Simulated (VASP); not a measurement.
Wanted: the native input for a VASP 6.6.1 run.

- Task: band structure
- Functional: TB-mBJ
- Potentials or basis: VASP PAW PBE potentials, release 64 (Bi_d, Te)
- Cutoff: 520 eV
- k mesh: 7 × 7 × 7
- Occupations: gaussian, width 0.03 eV
- Spin: no spin polarisation
- Further INCAR settings: ALGO = Normal; EDIFF = 1e-06

Bi2Te3 (Tellurobismuthite):

```
Bi Te
1.0
     2.19139    1.26520   10.08385
    -2.19139    1.26520   10.08385
     0.00000   -2.53040   10.08385
Bi Te
2 3
Direct
  0.39997 0.39997 0.39997
  0.60003 0.60003 0.60003
  0.00000 0.00000 0.00000
  0.20964 0.20964 0.20964
  0.79036 0.79036 0.79036
```

The input as run:

POSCAR

```
Bi2Te3                                  
1.0
    2.1913939420      1.2652018823     10.0838518317
   -2.1913939420      1.2652018823     10.0838518317
    0.0000000000     -2.5304037647     10.0838518317
  Bi              Te            
     2     3
Direct
     0.3999745827345507    0.3999745827345507    0.3999745827345507
     0.6000254172654493    0.6000254172654493    0.6000254172654493
     0.0000000000000000    0.0000000000000000    0.0000000000000000
     0.2096369416903485    0.2096369416903485    0.2096369416903485
     0.7903630583096515    0.7903630583096515    0.7903630583096515
```

INCAR.step1

```
ALGO = Normal
EDIFF = 1E-5
ENCUT = 520
GGA = PE
ISIF = 2
ISMEAR = 0
KPAR = 2
LASPH = T
LCHARG = F
LREAL = F
LWAVE = T
NELM = 80
PREC = Accurate
SIGMA = 0.03
```

INCAR.step2

```
ALGO = Normal
EDIFF = 1E-6
ENCUT = 520
ISIF = 2
ISMEAR = 0
ISTART = 1
KPAR = 2
LASPH = T
LCHARG = F
LREAL = F
LWAVE = F
METAGGA = MBJ
NELM = 80
PREC = Accurate
SIGMA = 0.03
```

KPOINTS

```
k-points
0
Gamma
  7 7 7
```

KPOINTS_OPT

```
explicit points
213
Reciprocal
 0.0000000000  0.0000000000  0.0000000000 1
 0.0357142857  0.0000000000  0.0000000000 1
 0.0714285714  0.0000000000  0.0000000000 1
 0.1071428571  0.0000000000  0.0000000000 1
 0.1428571429  0.0000000000  0.0000000000 1
 0.1785714286  0.0000000000  0.0000000000 1
[... 205 lines left out ...]
 0.8796186700  0.3951312600  0.3951312600 1
 0.7663645400  0.2818771300  0.2818771300 1
```

Potentials or basis: VASP PAW PBE potentials, release 64 (Bi_d, Te).

Command:

```bash
$ cat potpaw_PBE.64/Bi_d/POTCAR potpaw_PBE.64/Te/POTCAR > POTCAR
$ cp INCAR.step1 INCAR
$ mpirun -np 2 vasp_std > vasp.out
$ cp INCAR.step2 INCAR
$ mpirun -np 2 vasp_std > vasp.out
```

It gave:

```yaml
Band_gap_on_the_k_mesh: 0.62 eV, direct
Band_gap_along_the_path: 0.62 eV, direct
```

Caveat: spin-orbit coupling is left out, which as a rule narrows the gap of such compounds by several tenths of an eV.

Wall time 44 min on 2 MPI ranks on Intel(R) Xeon(R) 6975P-C (Granite Rapids), with other jobs on the host, peak memory 1.1 GiB a rank.
